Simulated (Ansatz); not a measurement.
In doubt: masses and optical values from hybrid runs of this build are listed as unsure (in some of the runs), which bears on the screening that GW takes from such a start.

Consider MoTe2/MoTe2 (multilayer of trigonal-prismatic sheets).

The cell holds 6 atoms: 2 Mo and 4 Te. Cell: a = 3.439 Å, b = 3.439 Å, c = 43.800 Å, α = 90.0°, β = 90.0°, γ = 120.0°. Regions: layer 1 (MoTe2), 3 atoms (1 Mo and 2 Te); layer 2 (MoTe2), 3 atoms (1 Mo and 2 Te). Vacuum lies along c.

```xyz
6
Lattice="3.4388 0.0000 0.0000 -1.7194 2.9781 0.0000 0.0000 0.0000 43.8000" Properties=species:S:1:pos:R:3
Mo    0.0000    1.9854   18.5639
Te    1.7194    0.9927   20.3826
Te    1.7194    0.9927   16.7491
Mo    1.7194    0.9927   25.2361
Te    0.0000    1.9854   27.0509
Te    0.0000    1.9854   23.4174
```

The structure was relaxed with PBEsol-D3(BJ). The runs that relaxed it are not among those shown. Spin-orbit coupling is left out unless a run names it. PAW set soft_2, made with PBE.

Gaps computed with Ansatz 0.2.0 without a self-energy: HSE06 1.05 eV.

What gap should G0W0 on HSE06 give (9×9×1 mesh, 277 empty bands, screening to 42 eV, default PAW files)?

About 1.16 eV: on its mesh the run moves the gap from 1.15 eV by +0.11 eV, and the mesh misses the edges by 0.10 eV. Bands and cutoff are finite, so the gap is not at the basis limit. The miss can reach some tenths of an eV and take either sign; the mesh is an error of its own. The mesh in the plane is coarse for a sheet; gap and any exciton binding can still move on denser ones. The many-body steps are scalar-relativistic: spin-orbit coupling is not in them.

[Paths, hosts, dates, memory and timing lines, banners, echoed tables and standing remarks are left out of the program output.]

[Logs are printed without paths, hosts, clocks, repeated set-up lines and the standing remarks that a program may print on its own settings, such as how far it seeks lower states.]

[Runs of the session that timed out or met a known fault of the program may be left out.]

[Cells called generated may have been cut or substituted from an entry of the Crystallography Open Database or the Materials Project.]

[Hosts, paths, dates, database ids (printed as entryN), source tags and the programs' standing remarks are cut or masked in the printed files.]
